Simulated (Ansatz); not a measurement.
# CdTe: the cost of one run

Method: DFT PBE, scalar-relativistic, plane waves, PAW, in Ansatz 0.2.0.

The COD entry's cell or inner coordinates are ideal or old and differ from later refinements, so a difference from it is no clean test against experiment.

3 further runs of the same task are left out: 3 set aside as unsound or not needed.

**1. The system as given**

Symmetry: F-43m, No. 216, cubic system. The conventional cell has a = 6.619 Å, b = 6.619 Å, c = 6.619 Å, α = 90.00°, β = 90.00°, γ = 90.00°. Around Cd (site symmetry -43m) lie 4 Te at 2.87 Å. Te (site symmetry -43m) has 4 Cd at 2.87 Å as nearest neighbours.

Coordinates:

```cif
data_structure
_symmetry_space_group_name_H-M 'F-43m'
_symmetry_Int_Tables_number 216
_cell_length_a 6.6185
_cell_length_b 6.6185
_cell_length_c 6.6185
_cell_angle_alpha 90.000
_cell_angle_beta 90.000
_cell_angle_gamma 90.000
_cell_volume 289.92
loop_
_atom_site_label
_atom_site_type_symbol
_atom_site_symmetry_multiplicity
_atom_site_Wyckoff_symbol
_atom_site_fract_x
_atom_site_fract_y
_atom_site_fract_z
_atom_site_occupancy
Cd1 Cd 4 a 0.00000 0.00000 0.00000 1
Te1 Te 4 c 0.25000 0.25000 0.25000 1
```

It is the result of an earlier relaxation at this level (volume 36.24 Å³/atom; gap on the mesh: 0.59 eV).

**2. The cell under 2 GPa**

What is minimised here is the enthalpy; the energy can go up as the cell is squeezed.

input.yaml reads:

```yaml
crystal:
  lattice:
    - [0.0, 3.3092645897, 3.3092645897]
    - [3.3092645897, 0.0, 3.3092645897]
    - [3.3092645897, 3.3092645897, 0.0]
  atoms:
    - { symbol: Cd, position: [0.0, 0.0, 0.0] }
    - { symbol: Te, position: [0.75, 0.75, 0.75] }
basis:
  ecutwfc: 420
kpoints:
  mp_grid: { grid: [10, 10, 10] }
hamiltonian:
  xc: pbe
scf:
  occupations: { method: fixed }
output:
  forces: true
  stress: true
  eigenvalues: true
relax:
  adjacent_minimum: "off"
  f_tol: 0.001
  max_steps: 60
  cell: { stress_tol: 0.02, p_target: 2.0 }
```

On the command line:

```sh
$ ansatz run input.yaml --threads 1 --pin off --max-ram 3072MiB --backend cpu --events-out ev --progress --plain --runs-dir out
```

**Question.** How long does this run take on 1 thread of AMD EPYC 7R43 (Zen 3), shared host, and how much memory does it need?

About 55 s, with a peak of 0.45 GiB.
